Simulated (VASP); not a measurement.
# MnS (Fm-3m) in VASP: further runs, part 2 of 2

VASP 6.6.1. Earlier steps stand in the parts before.

## (3) Single point, PBE, collinear spin, ferromagnetic start

Input file INCAR:

```
SYSTEM = MnS
  PREC = Accurate
  ENCUT = 520
  EDIFF = 1E-6
  ISMEAR = 0
  SIGMA = 0.05
  LREAL = .FALSE.
  LASPH = .TRUE.
  NELM = 100
  ALGO = Normal
  ISIF = 2
  LWAVE = .FALSE.
  LCHARG = .TRUE.
  ISPIN = 2
  MAGMOM = 4 0
  LORBIT = 11
  LMAXMIX = 4
  GGA = PE
  LELF = .TRUE.
  LVHAR = .TRUE.
```

Input file KPOINTS:

```
regular mesh
0
G
  9 9 9
  0 0 0
```

Input file POSCAR:

```
MnS
3.6833
    0.000000000000      0.707110471588      0.707110471588
    0.707110471588      0.000000000000      0.707110471588
    0.707110471588      0.707110471588      0.000000000000
Mn S
1 1
Direct
    0.0000000000      0.0000000000      0.0000000000
    0.5000000000      0.5000000000      0.5000000000
```

Potentials or basis: VASP PAW PBE potentials, release 64 (Mn_pv, S).

The run is started by

```sh
$ cat potpaw_PBE.64/Mn_pv/POTCAR potpaw_PBE.64/S/POTCAR > POTCAR
$ mpirun -np 1 vasp_std > vasp.out
```

OUTCAR:

```text
SYSTEM = MnS
   PREC = Accurate
   ENCUT = 520
   EDIFF = 1E-6
   ISMEAR = 0
   LREAL = .FALSE.
   LASPH = .TRUE.
   NELM = 100
   ISIF = 2
   ISPIN = 2
   LORBIT = 11
   GGA = PE

 ion  position               nearest neighbor table
   1  0.000  0.000  0.000-   2 2.60   2 2.60   2 2.60   2 2.60   2 2.60   2 2.60
   2  0.500  0.500  0.500-   1 2.60   1 2.60   1 2.60   1 2.60   1 2.60   1 2.60

  LATTYP: Found a face centered cubic cell.
 ALAT       =     5.2090000000

  Lattice vectors:

 A1 = (   0.0000000000,   2.6045000000,   2.6045000000)
 A2 = (   2.6045000000,   0.0000000000,   2.6045000000)
 A3 = (   2.6045000000,   2.6045000000,   0.0000000000)

Analysis of symmetry for initial positions (statically):
=====================================================================
 Subroutine PRICEL returns:
 Original cell was already a primitive cell.

 Routine SETGRP: Setting up the symmetry group for a
 face centered cubic supercell.

 Subroutine GETGRP returns: Found 48 space group operations
 (whereof 48 operations were pure point group operations)
[... 1458 lines left out ...]
     14      13.8923      0.00000
     15      14.2097      0.00000

------------------------ aborting loop because EDIFF is reached ----------------------------------------

  FORCE on cell =-STRESS in cart. coord.  units (eV):
  Direction    XX          YY          ZZ          XY          YZ          ZX
  --------------------------------------------------------------------------------------
  -------------------------------------------------------------------------------------
  Total       -0.6373031     -0.6373031     -0.6373031      0.0000000     -0.0000000      0.0000000
  in kB      -28.8970504    -28.8970504    -28.8970504      0.0000000     -0.0000000      0.0000000
  external PRESSURE =     -28.8970504 kB  Pullay stress =       0.0000000 kB

 VOLUME and BASIS-vectors are now :
 -----------------------------------------------------------------------------
  energy-cutoff  :      520.00
  volume of cell :       35.33
      direct lattice vectors                 reciprocal lattice vectors
     0.000000000  2.604500000  2.604500000    -0.191975427  0.191975427  0.191975427
     2.604500000  0.000000000  2.604500000     0.191975427 -0.191975427  0.191975427
     2.604500000  2.604500000  0.000000000     0.191975427  0.191975427 -0.191975427

 POSITION                                       TOTAL-FORCE (eV/Angst)
 -----------------------------------------------------------------------------------
      0.00000      0.00000      0.00000        -0.000000     -0.000000     -0.000000
      2.60450      2.60450      2.60450         0.000000      0.000000      0.000000
 -----------------------------------------------------------------------------------
    total drift:                               -0.000000      0.000000      0.000000

  FREE ENERGIE OF THE ION-ELECTRON SYSTEM (eV)
  ---------------------------------------------------
  free  energy   TOTEN  =       -14.0670044797 eV

  energy  without entropy=      -14.0659187763  energy(sigma->0) =      -14.06646163

 total charge

# of ion       s       p       d       tot
------------------------------------------
    1        0.215   6.162   4.928  11.305
    2        1.328   2.401   0.000   3.728
--------------------------------------------------
tot          1.542   8.563   4.928  15.033

 magnetization (x)

# of ion       s       p       d       tot
------------------------------------------
    1        0.052   0.039   4.170   4.260
    2        0.027   0.080   0.000   0.107
--------------------------------------------------
tot          0.078   0.119   4.170   4.367
```

OSZICAR:

```text
N       E                     dE             d eps       ncg     rms          rms(c)
DAV:   1     0.142055618494E+03    0.14206E+03   -0.10776E+04  2132   0.131E+03
DAV:   2    -0.870077950319E+01   -0.15076E+03   -0.14429E+03  2338   0.341E+02
DAV:   3    -0.151131799450E+02   -0.64124E+01   -0.63759E+01  2520   0.773E+01
DAV:   4    -0.151972880805E+02   -0.84108E-01   -0.84089E-01  2555   0.906E+00
DAV:   5    -0.151989490112E+02   -0.16609E-02   -0.16609E-02  2605   0.131E+00    0.115E+01
DAV:   6    -0.141185662847E+02    0.10804E+01   -0.85592E+00  2229   0.363E+01    0.109E+01
DAV:   7    -0.140686821736E+02    0.49884E-01   -0.88777E-01  2131   0.141E+01    0.616E+00
DAV:   8    -0.140716819998E+02   -0.29998E-02   -0.45916E-02  2521   0.210E+00    0.327E+00
DAV:   9    -0.140663170863E+02    0.53649E-02   -0.14465E-02  2324   0.147E+00    0.307E-01
DAV:  10    -0.140669619568E+02   -0.64487E-03   -0.23522E-03  2338   0.456E-01    0.112E-01
DAV:  11    -0.140669537590E+02    0.81978E-05   -0.40142E-04  2465   0.155E-01    0.104E-01
DAV:  12    -0.140669871630E+02   -0.33404E-04   -0.58831E-05  2352   0.870E-02    0.770E-02
DAV:  13    -0.140669970354E+02   -0.98724E-05   -0.71075E-06  2408   0.331E-02    0.480E-02
DAV:  14    -0.140670040852E+02   -0.70497E-05   -0.73752E-06  2275   0.259E-02    0.887E-03
DAV:  15    -0.140670044797E+02   -0.39457E-06   -0.35194E-07  1470   0.611E-03
   1 F= -.14067004E+02 E0= -.14066462E+02  d E =-.108570E-02  mag=     4.7174
```

Wall time 34 s (1 thread of Intel Xeon Platinum 8488C (Sapphire Rapids), shared host); peak memory 0.18 GiB.

Results:

```
Free energy                                           : -14.0670 eV
Pressure                                              : -2.9 GPa
Band gap on the k mesh                                : none (metal or under the smearing width)
Net moment                                            : 4.72 μB per cell
Site moments                                          : Mn +4.26; S +0.11 μB
Valence electrons inside the program's atomic spheres : Mn 11.30; S 3.73
```

Levels at points of the mesh, in eV from the Fermi level:
Spin up:
```
           k point  band 10  band 11  band 12  band 13  band 14  band 15
(0.00, 0.00, 0.00)    -1.86    -1.86    -1.86     1.73     8.61     8.61
```
Spin down:
```csv
k point,band 5,band 6,band 7,band 8,band 9,band 10
"(0.00, 0.00, 0.00)",-1.64,-1.64,-1.64,0.33,0.33,0.33
```

Caveat: a cell with one magnetic atom can't hold antiferromagnetic order, which such compounds often take; semilocal functionals often make such compounds metallic where correlation or magnetic order opens a gap, which also shifts bond lengths.

## (4) The reference run

An earlier run on the cell as given: functional PBE; potentials or basis VASP PAW PBE potentials, release 64 (Mn_pv, S); cutoff 520 eV; k mesh 9 × 9 × 9; occupations fermi-dirac, width 0.05 eV; collinear spin, ferromagnetic start; starting moments [4.0, 0.0] μB.

* Pressure: -2.9 GPa
* Band gap on the k mesh: none (metal or under the smearing width)
* Net moment: 4.71 μB per cell
* Site moments: Mn +4.26; S +0.11 μB
* Valence electrons inside the program's atomic spheres: Mn 11.30; S 3.73

## (5) Overview

```csv
task,level,cell,k mesh,cutoff (eV),smearing,ladder,gap on the mesh (eV),pressure (GPa),moment (μB)
relaxation of cell and atoms,PBEsol,relaxed,8 × 8 × 8,600,fermi-dirac 0.05 eV,gaps,none,0.0,4.03
single point,PBE,as given,9 × 9 × 9,520,gaussian 0.05 eV,-,none,-2.9,4.72
single point,PBE,as given,9 × 9 × 9,520,fermi-dirac 0.05 eV,-,none,-2.9,4.71
```

Alike in all rows: potentials or basis VASP PAW PBE potentials, release 64 (Mn_pv, S); spin collinear, ferromagnetic start.

Caveats: a cell with one magnetic atom can't hold antiferromagnetic order, which such compounds often take; semilocal functionals often make such compounds metallic where correlation or magnetic order opens a gap, which also shifts bond lengths; the PAW data sets were made with another functional, which shifts forces and pressure a little (some runs).

Total energies depend on the potentials used, so only differences within one code and one set of settings carry meaning.
